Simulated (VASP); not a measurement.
A convergence study with VASP on LiI (space group Fm-3m): one setting is varied, all else stays as given below, so the limit is that of these other settings.

```xyz
2
Lattice="0.0000 3.0250 3.0250 3.0250 0.0000 3.0250 3.0250 3.0250 0.0000" Properties=species:S:1:pos:R:3 pbc="T T T"
Li     0.0000     0.0000     0.0000
I      3.0250     3.0250     3.0251
```

Method: PBE GGA, VASP's PBE PAW potentials (set 64) (plane waves; VASP). The tightest run used: 400 eV cut-off, 11×11×11 Γ-centred mesh, Gaussian smearing of 0.010 eV, potentials Li_sv I.

Q: The settings run are 3×3×3 mesh; 4×4×4 mesh; 5×5×5 mesh; 6×6×6 mesh; 7×7×7 mesh; 9×9×9 mesh; 11×11×11 mesh. From which on does the highest Γ mode stay within 5 cm⁻¹ of the tightest run?

A: From 4×4×4 mesh on: it is off by 1.4 there and by no more than 5 in any finer run, while 3×3×3 mesh is off by 12.0.
```csv
setting,mean ε∞,highest Γ mode (cm⁻¹),irreducible k-points,difference judged (cm⁻¹)
3×3×3 mesh,5.07,109.0,4,12.0
4×4×4 mesh,4.40,119.5,8,1.4
5×5×5 mesh,4.18,120.1,10,0.8
6×6×6 mesh,4.10,120.3,16,0.6
7×7×7 mesh,4.07,121.1,20,0.2
9×9×9 mesh,4.06,119.9,35,1.1
11×11×11 mesh,4.06,120.9,56,0.0
```

Left out are rungs that failed or repeat a setting and relaxations that didn't move; long series are thinned to 24 rows.

The structure is a typed LiI crystal (space group no. 225). The cell was not relaxed at this level.
